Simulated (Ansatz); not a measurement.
MnS in Ansatz: the effect of starting spin order

Crystal: MnS.

```
Mn S
1.0
     1.83000    1.05655    2.97092
    -1.83000    1.05655    2.97092
     0.00000   -2.11310    2.97092
Mn S
1 1
Direct
  0.00000 0.00000 0.00000
  0.50000 0.50000 0.50000
```

The cell is a database's computed one.

Alike in all runs:

* Program: Ansatz 0.2.0
* Task: single point
* Functional: PBE
* Potentials or basis: Ansatz PAW
* Cutoff: 420 eV (not typed: the program's choice for these potentials)
* k mesh: 9 × 9 × 9
* Occupations: fermi-dirac, width 0.05 eV

```csv
starting spin order,spin,starting moments,energy over the lowest run (meV/atom),pressure (GPa),final net moment (μB),final largest site moment (μB)
spin off,no spin polarisation,-,?,?,?,?
fm,"collinear spin, ferromagnetic start","[4.0, 0.0] μB",0.0,-1.6,4.66,4.16
random,"collinear spin, random start","[0.92, 0.0] μB",0.0,-1.6,4.66,4.16
```

Problem. What does the run with starting spin order spin off give?

Solution. Energy over the lowest run 1030.5 meV/atom; pressure -22.7 GPa; final net moment 0.00 μB; final largest site moment 0.00 μB.

Caveats: a cell with one magnetic atom can't hold antiferromagnetic order, which such compounds often take (some runs).
